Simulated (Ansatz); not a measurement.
Base system: MgO in the rock salt structure (space group Fm-3m, No. 225; a = 4.2141 Å).

It is then changed as follows: an isotropic linear strain of −4.62 %; the atoms relax in the strained cell.

Levels (all Ansatz, a first-principles code, PAW): PBEsol (420 eV, spin-orbit coupling left out); r2SCAN (500 eV, no SOC); HSE06 (420 eV, no spin-orbit coupling).

At the geometry relaxed with PBEsol, these levels gave the following band gaps, in shuffled order: (a) 8.11 eV, (b) 7.18 eV, (c) 6.11 eV.

Match each gap to its level.

(a) HSE06; (b) r2SCAN; (c) PBEsol.

Single points use the geometry relaxed with PBEsol. Stability against distortions was not tested. The base started in Pnma and relaxed to Fm-3m at this level.
